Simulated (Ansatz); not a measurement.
A series in volume scale on Se

Results calculated with Ansatz 0.2.0, not measured. Plane-wave DFT, scalar-relativistic PAW made under PBE with cores redone for the functional, no dispersion; the given relaxed cell is scaled uniformly, energy at zero smearing counts from the unscaled cell, pressure at the given Fermi-Dirac smearing is positive in compression.

The cell before it is scaled or strained (space group P6_3/mmc, No. 194):
```
CELL_PARAMETERS angstrom
3.80800 0.00000 0.00000
-1.90400 3.29780 0.00000
0.00000 0.00000 7.25490
ATOMIC_POSITIONS crystal
Se 0.00000 0.00000 0.00000
Se 0.00000 0.00000 0.50000
Se 0.33333 0.66667 0.25000
Se 0.66667 0.33333 0.75000
```

Settings of every row: spin polarised no; functional PBE; wave cutoff 420 eV; smearing width 0.1 eV; k mesh 11x11x5.

Atom starting moment: 0 on all atoms.

Limits: the cell comes from a prototype or a list of computed structures and needn't be the stable phase.

| row | volume scale | V (Å³/atom) | energy change per atom (meV) | pressure (GPa) |
| --- | --- | --- | --- | --- |
| 1 | 0.88 | 20.044 | 84.61 | 11.25 |
| 2 | 0.92 | 20.955 | 34.49 | 6.66 |
| 3 | 0.96 | 21.866 | 7.81 | 2.97 |
| 4 | 1.04 | 23.688 | 7.38 | -2.4 |
| 5 | 1.08 | 24.599 | ? | ? |
| 6 | 1.12 | 25.51 | 56.36 | -5.85 |

Question: what energy change per atom and pressure should row 5 give?

Worked fit of energy change per atom. Take u = (V_r/V)^(2/3) − 1 with V_r = 21.866 Å³ an atom, which is twice the finite (Eulerian) strain; such expansions in the strain, on which the Birch-Murnaghan equation of state is built, carry the rest volume and the bulk modulus. The shown rows have u = 0.05972, 0.02878, 0, -0.05196, -0.09766. Least squares give energy change per atom = 7.973 + 605.59 × u + 11291.4 × u² meV; a straight line predicts inner rows, each left out in turn, worse (root mean square 32 against 0.5 meV). The rows lie off it by 0.20, -0.26, -0.16, 0.39, -0.16 (root mean square 0.25 meV). The withheld row has u = -0.07551, so the fit gives 7.973 + 605.59 × (-0.07551) + 11291.4 × (-0.07551)² = 26.63 meV.

The calculation gave 26.98 meV. The fit lies 0.35 meV (1.3 % of the value, 0.45 % of the column's range) below it; its largest miss of a shown row is 0.39 meV.

Worked fit of pressure. Take u = (V_r/V)^(2/3) − 1 with V_r = 21.866 Å³ an atom, which is twice the finite (Eulerian) strain; such expansions in the strain, on which the Birch-Murnaghan equation of state is built, carry the rest volume and the bulk modulus. The shown rows have u = 0.05972, 0.02878, 0, -0.05196, -0.09766. Least squares give pressure = 2.981 + 119.99 × u + 304.2 × u² GPa; a straight line predicts inner rows, each left out in turn, worse (root mean square 0.86 against 0.043 GPa). The rows lie off it by 0.02, -0.03, -0.01, 0.03, -0.01. The pressure vanishes at u = -0.0266, or V = 22.77 Å³ an atom, and there the bulk modulus at fixed shape and fractions is B = −V dP/dV = (2/3)(1 + u) dP/du = 67.3 GPa. Letting shape and atoms relax would as a rule lower it, by much in layered, chain or molecular crystals. The withheld row has u = -0.07551, so the fit gives 2.981 + 119.99 × (-0.07551) + 304.2 × (-0.07551)² = -4.34 GPa.

The calculation gave -4.32 GPa. The fit lies 0.02 GPa (0.12 % of the column's range) below it; its largest miss of a shown row is 0.03 GPa.
